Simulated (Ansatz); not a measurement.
Al3GaAs4 as one 8-atom ordering (I-42m) on the zincblende lattice, relaxed with r2SCAN. Space group I-42m (No. 121), tetragonal; conventional cell a = 5.676 Å, c = 11.352 Å, 22.86 Å³ an atom. Al is surrounded by 4 As at 2.46 Å; As is surrounded by 3 Al at 2.46 Å and 1 Ga at 2.46 Å; Ga is surrounded by 4 As at 2.46 Å.

```
Al As Ga
1.0
    -2.83800    2.83800    5.67604
     2.83800   -2.83800    5.67604
     2.83800    2.83800   -5.67604
Al As Ga
3 4 1
Direct
  0.75000 0.25000 0.50000
  0.50000 0.50000 0.00000
  0.25000 0.75000 0.50000
  0.12494 0.62465 0.00000
  0.87506 0.87506 0.49971
  0.62465 0.12494 0.00000
  0.37535 0.37535 0.50029
  0.00000 0.00000 0.00000
```

4 runs of Ansatz on this cell differ in the functional (and in the settings that go with it). Levels are in eV from each run's valence top; v1 is the last filled band, c1 the first empty one.

Run A, mean stress +0.3 GPa (compression positive):
```
point     v4     v3     v2     v1    c1    c2
    Γ  -2.48  -0.01   0.00   0.00  2.10  2.38
    X  -0.99  -0.96  -0.94  -0.93  2.28  2.85
    P  -1.07  -1.01  -0.97  -0.97  3.03  3.74
```

Run B, mean stress +2.1 GPa (compression positive):
```
point     v4     v3     v2     v1    c1    c2
    Γ  -2.26  -0.01   0.00   0.00  1.48  1.53
    X  -0.90  -0.89  -0.86  -0.86  1.51  2.08
    P  -0.98  -0.91  -0.90  -0.90  2.23  2.94
```

Run C, mean stress +0.1 GPa (compression positive):
```
point     v4     v3     v2     v1    c1    c2
    Γ  -2.53  -0.01   0.00   0.00  2.74  3.00
    X  -1.01  -0.97  -0.96  -0.94  2.91  3.49
    P  -1.10  -1.03  -0.99  -0.99  3.67  4.39
```

Run D, mean stress 0.0 GPa (compression positive):
```
point     v4     v3     v2     v1    c1    c2
    Γ  -2.35  -0.01   0.00   0.00  1.82  2.06
    X  -0.93  -0.92  -0.90  -0.89  1.93  2.58
    P  -1.01  -0.95  -0.93  -0.93  2.61  3.42
```

**Question.** Match the runs to PBE, r2SCAN, HSE06, PBE0.

**Answer.** A is HSE06, B is PBE, C is PBE0, D is r2SCAN. In order of the gap: PBE 1.47, r2SCAN 1.81, HSE06 2.09, PBE0 2.74 eV.

(Calculated; spin-unpolarised; the phase may be known or hypothetical.)

Spin-orbit coupling is left out.

The stress of a hybrid is loosely converged in these runs.
